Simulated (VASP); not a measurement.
# SiC (Moissanite 3C): NMR shieldings, part 3 of 3

Aim: NMR shielding tensors and field gradients of SiC (Moissanite 3C). The cell is of the zinc-blende type, one of the forms listed for this formula, which need not be the common one. The start is a cell from a database of measured crystal structures.

VASP 6.6.1, plane waves and PAW; the level of theory is named at each step.

So far. Step 2 (Ground state): The cell has a gap of 1.60 eV on this mesh and a pressure of +3.2 GPa, which holds the misfit of the given cell and coordinates with this functional, and any error of cutoff, mesh and data sets.

**4. Another functional, PAW release LDA 64**

This step: chemical shifts by linear response (GIPAW), LDA; plane waves and PAW (Si, C) (VASP 6.6.1).

The functional is changed, to see how much the shieldings depend on it.

Input file INCAR:

```
SYSTEM = SiC
PREC = Accurate
ENCUT = 560
EDIFF = 1E-09
NELM = 100
ISMEAR = 0
SIGMA = 0.01
LREAL = .FALSE.
ALGO = Normal
GGA = CA
NBANDS = 10
LWAVE = .FALSE.
LCHARG = .FALSE.
KPAR = 2
LCHIMAG = .TRUE.
LEFG = .TRUE.
DQ = 0.001
ICHIBARE = 1
LNMR_SYM_RED = .TRUE.
```

Input file POSCAR:

```
SiC
1.0
    0.0000000000      2.1790000000      2.1790000000
    2.1790000000      0.0000000000      2.1790000000
    2.1790000000      2.1790000000      0.0000000000
Si C
1 1
Direct
    0.0000000000      0.0000000000      0.0000000000
    0.7500000000      0.7500000000      0.7500000000
```

Input file KPOINTS:

```
Automatic mesh
0
Gamma
8 8 8
0 0 0
```

The projector-augmented-wave data sets are Si and C (LDA family, release 64).

Run with:

```
$ mpirun -np 2 vasp_std
```

Log:

```text
[banner, memory and clock lines left out]
running    2 mpi-ranks, on    1 nodes
 distrk:  each k-point on    1 cores,    2 groups
 distr:  one band on    1 cores,    1 groups

 POSCAR found type information on POSCAR SiC
 POSCAR found :  2 types and       2 ions
 LDA part: xc-table for (Slater(with rela. corr.)+CA(PZ))
 , standard interpolation
 POSCAR, INCAR and KPOINTS ok, starting setup
 FFT: planning ... GRIDC
 FFT: planning ... GRID_SOFT
 FFT: planning ... GRID
 WAVECAR not read
 entering main loop
       N       E                     dE             d eps       ncg     rms          rms(c)
DAV:   1     0.170689861669E+01    0.17069E+01   -0.43640E+03   628   0.721E+02
DAV:   2    -0.180255442306E+02   -0.19732E+02   -0.18630E+02   786   0.114E+02
DAV:   3    -0.186692001535E+02   -0.64366E+00   -0.64229E+00   690   0.172E+01
DAV:   4    -0.186723117192E+02   -0.31116E-02   -0.31110E-02   662   0.145E+00
DAV:   5    -0.186723277847E+02   -0.16066E-04   -0.16065E-04   668   0.965E-02    0.906E+00
DAV:   6    -0.167278900849E+02    0.19444E+01   -0.74969E+00   602   0.131E+01    0.398E+00
DAV:   7    -0.166584058972E+02    0.69484E-01   -0.36746E-01   678   0.381E+00    0.178E+00
DAV:   8    -0.166378591744E+02    0.20547E-01   -0.26834E-02   608   0.106E+00    0.177E-01
DAV:   9    -0.166374906043E+02    0.36857E-03   -0.18121E-03   738   0.247E-01    0.948E-02
DAV:  10    -0.166375054058E+02   -0.14801E-04   -0.11381E-04   620   0.715E-02    0.314E-02
DAV:  11    -0.166375056679E+02   -0.26211E-06   -0.37218E-06   690   0.127E-02    0.124E-02
DAV:  12    -0.166375054394E+02    0.22845E-06   -0.64730E-07   608   0.423E-03    0.688E-04
DAV:  13    -0.166375054433E+02   -0.38478E-08   -0.26470E-08   690   0.106E-03    0.448E-04
DAV:  14    -0.166375054463E+02   -0.30627E-08   -0.40164E-10   364   0.145E-04    0.734E-05
DAV:  15    -0.166375054468E+02   -0.51716E-09   -0.10873E-10   310   0.760E-05
ion   1
     0.0000000     0.0000000    -0.0000000    -0.0000000     0.0000000    -0.0000000
     0.0000353     0.0000000    -0.0000000    -0.0000000     0.0000000    -0.0000000
     0.0000487     0.0000000    -0.0000000    -0.0000000     0.0000000    -0.0000000
     0.0000670     0.0000000    -0.0000000    -0.0000000     0.0000000    -0.0000000
     0.0000923     0.0000000    -0.0000000    -0.0000000     0.0000000    -0.0000000

     0.0000000     0.0000000    -0.0000000    -0.0000000     0.0000000    -0.0000000
     0.0000353     0.0000000    -0.0000000    -0.0000000     0.0000000    -0.0000000
     0.0000487     0.0000000    -0.0000000    -0.0000000     0.0000000    -0.0000000
     0.0000670     0.0000000    -0.0000000    -0.0000000     0.0000000    -0.0000000
     0.0000923     0.0000000    -0.0000000    -0.0000000     0.0000000    -0.0000000

ion   2
     0.0000000     0.0000000     0.0000000     0.0000000     0.0000000    -0.0000000
     0.0000266     0.0000000     0.0000000     0.0000000     0.0000000    -0.0000000
     0.0000367     0.0000000     0.0000000     0.0000000     0.0000000    -0.0000000
     0.0000505     0.0000000     0.0000000     0.0000000     0.0000000    -0.0000000
     0.0000695     0.0000000     0.0000000     0.0000000     0.0000000    -0.0000000

     0.0000000     0.0000000     0.0000000     0.0000000     0.0000000    -0.0000000
     0.0000266     0.0000000     0.0000000     0.0000000     0.0000000    -0.0000000
     0.0000367     0.0000000     0.0000000     0.0000000     0.0000000    -0.0000000
     0.0000505     0.0000000     0.0000000     0.0000000     0.0000000    -0.0000000
     0.0000695     0.0000000     0.0000000     0.0000000     0.0000000    -0.0000000

   1 F= -.16637505E+02 E0= -.16637505E+02  d E =-.227998E-18
DAV:   1     0.175989411779E+02    0.17599E+02    0.00000E+00     0   0.000E+00
DAV:   2     0.175989411779E+02    0.00000E+00    0.00000E+00     0   0.000E+00
BDIR= 1  IDIR= 2  IQ= -1
DAV:   1     0.352059029648E+02    0.35206E+02   -0.11929E-02   622   0.414E-01
DAV:   2     0.352058857365E+02   -0.17228E-04   -0.17228E-04   628   0.103E-01
DAV:   3     0.352058856887E+02   -0.47726E-07   -0.47666E-07   860   0.710E-03
DAV:   4     0.352058856887E+02   -0.38789E-10   -0.23277E-10   646   0.111E-04
       N       E                     dE             d eps       ncg     rms
RMM:   1    -0.213028021630E+02   -0.21303E+02   -0.47523E+01  1298   0.271E+01
RMM:   2    -0.220029766071E+02   -0.70017E+00   -0.65446E-01  1327   0.424E+00
RMM:   3    -0.220254724887E+02   -0.22496E-01   -0.30566E-02  1343   0.617E-01
RMM:   4    -0.220267374058E+02   -0.12649E-02   -0.17793E-03  1360   0.130E-01
RMM:   5    -0.220268201293E+02   -0.82723E-04   -0.14232E-04  1359   0.272E-02
RMM:   6    -0.220268273610E+02   -0.72317E-05   -0.10271E-05  1368   0.674E-03
RMM:   7    -0.220268279088E+02   -0.54783E-06   -0.97936E-07  1315   0.167E-03
RMM:   8    -0.220268279633E+02   -0.54539E-07   -0.75721E-08  1176   0.456E-04
RMM:   9    -0.220268279675E+02   -0.41795E-08   -0.75755E-09  1094   0.135E-04
RMM:  10    -0.220268279680E+02   -0.45103E-09   -0.59989E-10  1036   0.543E-05
BDIR= 1  IDIR= 2  IQ=  0
DAV:   1     0.351978798019E+02    0.35198E+02   -0.65325E-12   304   0.211E-05
DAV:   2     0.351978798019E+02   -0.46541E-11   -0.15557E-13   294   0.608E-06
       N       E                     dE             d eps       ncg     rms
RMM:   1    -0.213273691106E+02   -0.21327E+02   -0.47667E+01  1297   0.272E+01
RMM:   2    -0.220295220016E+02   -0.70215E+00   -0.65374E-01  1324   0.425E+00
RMM:   3    -0.220519245859E+02   -0.22403E-01   -0.30486E-02  1321   0.617E-01
RMM:   4    -0.220531835394E+02   -0.12590E-02   -0.17694E-03  1333   0.130E-01
RMM:   5    -0.220532657633E+02   -0.82224E-04   -0.14164E-04  1311   0.271E-02
RMM:   6    -0.220532729546E+02   -0.71913E-05   -0.10187E-05  1326   0.665E-03
RMM:   7    -0.220532734972E+02   -0.54267E-06   -0.97102E-07  1251   0.162E-03
RMM:   8    -0.220532735513E+02   -0.54024E-07   -0.74719E-08  1104   0.435E-04
RMM:   9    -0.220532735554E+02   -0.41129E-08   -0.74761E-09  1018   0.130E-04
RMM:  10    -0.220532735558E+02   -0.44489E-09   -0.59036E-10   964   0.532E-05
BDIR= 1  IDIR= 2  IQ=  1
DAV:   1     0.351896157633E+02    0.35190E+02   -0.11907E-02   620   0.414E-01
DAV:   2     0.351895985361E+02   -0.17227E-04   -0.17227E-04   628   0.103E-01
DAV:   3     0.351895984883E+02   -0.47785E-07   -0.47813E-07   860   0.711E-03
DAV:   4     0.351895984883E+02   -0.19419E-10   -0.23638E-10   646   0.112E-04
       N       E                     dE             d eps       ncg     rms
RMM:   1    -0.213528568081E+02   -0.21353E+02   -0.47814E+01  1294   0.272E+01
RMM:   2    -0.220570088165E+02   -0.70415E+00   -0.65302E-01  1328   0.425E+00
[...]
RLQ:   3    -0.546121326522E-01   -0.24244E-03   -0.27215E-04  1293   0.621E-02
RLQ:   4    -0.546217828340E-01   -0.96502E-05   -0.14194E-05  1295   0.108E-02
RLQ:   5    -0.546223813334E-01   -0.59850E-06   -0.96459E-07  1273   0.265E-03
RLQ:   6    -0.546224286433E-01   -0.47310E-07   -0.69362E-08  1174   0.637E-04
RLQ:   7    -0.546224321071E-01   -0.34638E-08   -0.66010E-09  1081   0.182E-04
RLQ:   8    -0.546224324094E-01   -0.30226E-09   -0.42918E-10  1009   0.613E-05
BDIR= 3  IDIR= 1  IQ= -1
DAV:   1     0.352122450579E+02    0.35212E+02   -0.11812E-02   616   0.423E-01
DAV:   2     0.352122272034E+02   -0.17855E-04   -0.17855E-04   644   0.104E-01
DAV:   3     0.352122271561E+02   -0.47247E-07   -0.47257E-07   852   0.702E-03
DAV:   4     0.352122271561E+02   -0.53390E-10   -0.21304E-10   656   0.107E-04
       N       E                     dE             d eps       ncg     rms
RMM:   1    -0.307090315753E+02   -0.30709E+02   -0.87458E+01  1308   0.289E+01
RMM:   2    -0.323116725161E+02   -0.16026E+01   -0.12965E+00  1328   0.525E+00
RMM:   3    -0.323586828054E+02   -0.47010E-01   -0.68976E-02  1341   0.850E-01
RMM:   4    -0.323614832402E+02   -0.28004E-02   -0.37846E-03  1368   0.200E-01
RMM:   5    -0.323616598856E+02   -0.17665E-03   -0.33408E-04  1367   0.476E-02
RMM:   6    -0.323616758048E+02   -0.15919E-04   -0.22202E-05  1369   0.124E-02
RMM:   7    -0.323616769566E+02   -0.11517E-05   -0.22431E-06  1305   0.333E-03
RMM:   8    -0.323616770728E+02   -0.11625E-06   -0.15767E-07  1182   0.917E-04
RMM:   9    -0.323616770813E+02   -0.84583E-08   -0.16686E-08  1153   0.269E-04
RMM:  10    -0.323616770822E+02   -0.91965E-09   -0.12154E-09  1128   0.888E-05
BDIR= 3  IDIR= 1  IQ=  0
DAV:   1     0.351978798018E+02    0.35198E+02   -0.66456E-12   304   0.211E-05
DAV:   2     0.351978798018E+02    0.85123E-11   -0.14520E-13   294   0.608E-06
       N       E                     dE             d eps       ncg     rms
RMM:   1    -0.307397512656E+02   -0.30740E+02   -0.87559E+01  1308   0.289E+01
RMM:   2    -0.323446931966E+02   -0.16049E+01   -0.13013E+00  1316   0.525E+00
RMM:   3    -0.323919731219E+02   -0.47280E-01   -0.69318E-02  1321   0.851E-01
RMM:   4    -0.323947903318E+02   -0.28172E-02   -0.38117E-03  1332   0.200E-01
RMM:   5    -0.323949683223E+02   -0.17799E-03   -0.33644E-04  1329   0.477E-02
RMM:   6    -0.323949843435E+02   -0.16021E-04   -0.22374E-05  1320   0.125E-02
RMM:   7    -0.323949855037E+02   -0.11602E-05   -0.22571E-06  1251   0.334E-03
RMM:   8    -0.323949856205E+02   -0.11683E-06   -0.15866E-07  1128   0.921E-04
RMM:   9    -0.323949856291E+02   -0.85067E-08   -0.16752E-08  1090   0.271E-04
RMM:  10    -0.323949856300E+02   -0.92194E-09   -0.12200E-09  1061   0.892E-05
BDIR= 3  IDIR= 1  IQ=  1
DAV:   1     0.351832784953E+02    0.35183E+02   -0.11798E-02   614   0.423E-01
DAV:   2     0.351832606372E+02   -0.17858E-04   -0.17858E-04   646   0.104E-01
DAV:   3     0.351832605900E+02   -0.47134E-07   -0.47123E-07   844   0.702E-03
DAV:   4     0.351832605900E+02   -0.32365E-10   -0.30708E-10   654   0.120E-04
       N       E                     dE             d eps       ncg     rms
RMM:   1    -0.307684213851E+02   -0.30768E+02   -0.87630E+01  1308   0.289E+01
RMM:   2    -0.323756116131E+02   -0.16072E+01   -0.13061E+00  1329   0.525E+00
RMM:   3    -0.324231453366E+02   -0.47534E-01   -0.69630E-02  1341   0.852E-01
RMM:   4    -0.324259774637E+02   -0.28321E-02   -0.38371E-03  1368   0.200E-01
RMM:   5    -0.324261566863E+02   -0.17922E-03   -0.33853E-04  1367   0.478E-02
RMM:   6    -0.324261727975E+02   -0.16111E-04   -0.22538E-05  1369   0.125E-02
RMM:   7    -0.324261739661E+02   -0.11686E-05   -0.22708E-06  1304   0.336E-03
RMM:   8    -0.324261740835E+02   -0.11743E-06   -0.15979E-07  1182   0.925E-04
RMM:   9    -0.324261740921E+02   -0.85696E-08   -0.16849E-08  1153   0.272E-04
RMM:  10    -0.324261740930E+02   -0.92658E-09   -0.12293E-09  1124   0.896E-05
BDIR= 3  IDIR= 2  IQ= -1
DAV:   1     0.352059029648E+02    0.35206E+02   -0.11929E-02   622   0.414E-01
DAV:   2     0.352058857364E+02   -0.17228E-04   -0.17228E-04   628   0.103E-01
DAV:   3     0.352058856888E+02   -0.47641E-07   -0.47666E-07   860   0.710E-03
DAV:   4     0.352058856887E+02   -0.32180E-10   -0.23290E-10   646   0.111E-04
       N       E                     dE             d eps       ncg     rms
RMM:   1    -0.306909291660E+02   -0.30691E+02   -0.88428E+01  1284   0.295E+01
RMM:   2    -0.323547058892E+02   -0.16638E+01   -0.13519E+00  1322   0.539E+00
RMM:   3    -0.324038574484E+02   -0.49152E-01   -0.68927E-02  1337   0.865E-01
RMM:   4    -0.324065649520E+02   -0.27075E-02   -0.36938E-03  1354   0.200E-01
RMM:   5    -0.324067299444E+02   -0.16499E-03   -0.30627E-04  1351   0.461E-02
RMM:   6    -0.324067438719E+02   -0.13927E-04   -0.19545E-05  1360   0.118E-02
RMM:   7    -0.324067448437E+02   -0.97177E-06   -0.18673E-06  1300   0.305E-03
RMM:   8    -0.324067449352E+02   -0.91523E-07   -0.12499E-07  1174   0.824E-04
RMM:   9    -0.324067449417E+02   -0.64713E-08   -0.12485E-08  1140   0.236E-04
RMM:  10    -0.324067449423E+02   -0.64138E-09   -0.86700E-10  1092   0.787E-05
BDIR= 3  IDIR= 2  IQ=  0
DAV:   1     0.351978798018E+02    0.35198E+02   -0.67308E-12   304   0.211E-05
DAV:   2     0.351978798018E+02   -0.44977E-11   -0.68643E-13   294   0.608E-06
       N       E                     dE             d eps       ncg     rms
RMM:   1    -0.305979821536E+02   -0.30598E+02   -0.88019E+01  1284   0.295E+01
RMM:   2    -0.322524472693E+02   -0.16545E+01   -0.13413E+00  1310   0.538E+00
RMM:   3    -0.323011098350E+02   -0.48663E-01   -0.68328E-02  1320   0.862E-01
RMM:   4    -0.323037915710E+02   -0.26817E-02   -0.36525E-03  1330   0.199E-01
RMM:   5    -0.323039545613E+02   -0.16299E-03   -0.30290E-04  1321   0.458E-02
RMM:   6    -0.323039683373E+02   -0.13776E-04   -0.19287E-05  1325   0.117E-02
RMM:   7    -0.323039692958E+02   -0.95849E-06   -0.18447E-06  1252   0.302E-03
RMM:   8    -0.323039693863E+02   -0.90431E-07   -0.12316E-07  1132   0.815E-04
RMM:   9    -0.323039693926E+02   -0.63732E-08   -0.12326E-08  1072   0.233E-04
RMM:  10    -0.323039693933E+02   -0.63326E-09   -0.85445E-10  1033   0.783E-05
BDIR= 3  IDIR= 2  IQ=  1
DAV:   1     0.351896157633E+02    0.35190E+02   -0.11907E-02   620   0.414E-01
DAV:   2     0.351895985361E+02   -0.17227E-04   -0.17227E-04   628   0.103E-01
DAV:   3     0.351895984883E+02   -0.47808E-07   -0.47813E-07   860   0.711E-03
DAV:   4     0.351895984883E+02   -0.10552E-10   -0.23612E-10   646   0.112E-04
       N       E                     dE             d eps       ncg     rms
RMM:   1    -0.305040423131E+02   -0.30504E+02   -0.87603E+01  1283   0.295E+01
RMM:   2    -0.321490324563E+02   -0.16450E+01   -0.13309E+00  1319   0.536E+00
RMM:   3    -0.321972217031E+02   -0.48189E-01   -0.67748E-02  1336   0.859E-01
RMM:   4    -0.321998792060E+02   -0.26575E-02   -0.36153E-03  1356   0.198E-01
RMM:   5    -0.322000404652E+02   -0.16126E-03   -0.29996E-04  1353   0.455E-02
RMM:   6    -0.322000541180E+02   -0.13653E-04   -0.19084E-05  1361   0.116E-02
RMM:   7    -0.322000550665E+02   -0.94851E-06   -0.18280E-06  1300   0.300E-03
RMM:   8    -0.322000551562E+02   -0.89730E-07   -0.12198E-07  1175   0.812E-04
RMM:   9    -0.322000551625E+02   -0.63137E-08   -0.12227E-08  1141   0.232E-04
RMM:  10    -0.322000551631E+02   -0.62902E-09   -0.84619E-10  1095   0.778E-05
       N       E                     dE             d eps       ncg     rms
RLQ:   1    -0.502239165139E-01   -0.50224E-01   -0.88904E-02   961   0.165E+00
RLQ:   2    -0.535460266967E-01   -0.33221E-02   -0.84313E-03  1146   0.326E-01
RLQ:   3    -0.537523921869E-01   -0.20637E-03   -0.17567E-04  1122   0.459E-02
RLQ:   4    -0.537590153590E-01   -0.66232E-05   -0.11468E-05  1141   0.857E-03
RLQ:   5    -0.537595568437E-01   -0.54148E-06   -0.72525E-07  1064   0.207E-03
RLQ:   6    -0.537595967159E-01   -0.39872E-07   -0.74704E-08   966   0.573E-04
RLQ:   7    -0.537596008682E-01   -0.41523E-08   -0.57877E-09   892   0.170E-04
RLQ:   8    -0.537596012005E-01   -0.33233E-09   -0.65094E-10   830   0.650E-05
```

Wall time 87 s (2 MPI ranks of AMD EPYC 7R43, shared host); peak memory 0.25 GiB.

From OUTCAR (step 4):

```text
The static configuration has the point symmetry T_d .

 Found     29 irreducible k-points:

   NELECT =       8.0000    total number of electrons

  Total       -0.5302744     -0.5302744     -0.5302744     -0.0000000     -0.0000000      0.0000000
  in kB      -41.0591160    -41.0591160    -41.0591160     -0.0000000     -0.0000000      0.0000000
  external PRESSURE =     -41.0591160 kB  Pullay stress =       0.0000000 kB

  ORBITAL MAGNETIC SUSCEPTIBILITY, excluding core contribution
 -------------------------------------------------------------
  Approximate magnetic susceptibility, pGv (10^-6 cm^3/mole)
     1        -24.961571         -0.000000          0.000000
     2         -0.000000        -24.961571          0.000000
     3          0.000000          0.000000        -24.961571
 -------------------------------------------------------------
  Approximate magnetic susceptibility, vGv (10^-6 cm^3/mole)
     1        -20.160472         -0.000000          0.000000
     2         -0.000000        -20.160472          0.000000
     3          0.000000          0.000000        -20.160472

  BDIR labels direction of applied magnetic field (i.e. B0)
  For BDIR==1, B0 along x-axis, etc.
  Induced field listed along cartesian directions for each BDIR
 ------------------------------------------------------------------------------------------
                 EXCLUDING G=0 CONTRIBUTION              INCLUDING G=0 CONTRIBUTION
 ------------------------------------------------------------------------------------------
  ion  BDIR            X           Y           Z                X           Y           Z
          (   iso_shield        span        skew ) (   iso_shield        span        skew )
 ------------------------------------------------------------------------------------------
    1     1     331.6416      0.0000      0.0000         350.1302      0.0000     -0.0000
          2       0.0000    331.6416      0.0000           0.0000    350.1302      0.0000
          3      -0.0000      0.0000    331.6416          -0.0000      0.0000    350.1302
          (     331.6416      0.0000      0.0000 ) (     350.1302      0.0000      0.0000 )

    2     1     135.3514     -0.0000      0.0000         153.8400     -0.0000      0.0000
          2       0.0000    135.3514      0.0000           0.0000    153.8400      0.0000
          3       0.0000      0.0000    135.3514          -0.0000      0.0000    153.8400
          (     135.3514      0.0000      0.0000 ) (     153.8400      0.0000      0.0000 )
 ------------------------------------------------------------------------------------------

[... 11 parts as in an earlier step ...]

[... 1 further part left out ...]
```

This step gave:

```
free energy (TOTEN)            : -16.64 eV
Fermi energy                   : 8.120 eV
pressure                       : -4.106 GPa
gap on the k-mesh              : 1.304 eV
least direct gap on the k-mesh : 4.497 eV
```

Valence and core; the G = 0 term is that of a spherical sample. NMR shielding, by row:

```tsv
atom	isotropic shielding (ppm)	span (ppm)	skew	isotropic shielding without the G = 0 term (ppm)
Si1	350.1	0	-	331.6
C2	153.8	0	-	135.4
```

Ordered as |Vzz| ≥ |Vxx| ≥ |Vyy|, the program's way. Electric field gradients, by row:

```tsv
atom	Vxx (V/Å²)	Vyy (V/Å²)	Vzz (V/Å²)	asymmetry
Si1	0	0	0	-
C2	0	0	0	-
```

Against the first shielding run the largest change is -20.1 ppm, on Si1.

**5. Summary**

This step: chemical shifts by linear response (GIPAW), PBE, LDA; plane waves and PAW (VASP 6.6.1).

This step runs nothing: it gathers the runs above.

Isotropic shieldings. Cost is wall time times ranks on a shared host. Shieldings by setting:

```tsv
run	ENCUT (eV)	k mesh	Si1, Wyckoff letter a (ppm)	C2, Wyckoff letter c (ppm)	cost (core minutes)
first shielding run	560	8x8x8	370.2	158	2.93
another functional	560	8x8x8	350.1	153.8	2.9
```

**6. Results**

| Quantity | Value |
| --- | --- |
| Si, isotropic shielding | 370.2 ppm |
| C, isotropic shielding | 158 ppm |

At PBE, in the first shielding run, the isotropic shieldings are Si 370.2 ppm; C 158 ppm. In the first shielding run all tensors are isotropic to 0.5 ppm, as the cubic site symmetry asks. In the undistorted cell the field gradients vanish by symmetry; what its table shows is numerical noise. Against the first shielding run, the one with another functional moves the shieldings by at most 20 ppm. Shifts were not obtained, since a shift is the shielding of a reference compound, computed alike, less these values. The G = 0 term is the part set by the sample's shape, taken here for a sphere. No finer mesh was run, so convergence in it isn't shown. VASP's guide advises LASPH and NLSPLINE for shieldings, which this input doesn't set; the effect wasn't tested. The cell is of the zinc-blende type, one of the forms listed for this formula, which need not be the common one. The given cell is kept, although it stands at +3.1 GPa at PBE and ENCUT = 560 eV, which holds the mismatch of the given cell with this functional, any error of the entry itself and any basis-set error.

[Lines on the potential files, build, host, timing and source positions are cut from VASP's logs without a mark.]

[Logs are printed without paths, hosts, clocks, repeated set-up lines and the standing remarks that a program may print on its own settings, such as how far it seeks lower states.]

[Hosts, paths, dates, database ids (printed as entryN), source tags and the programs' standing remarks are cut or masked in the printed files.]
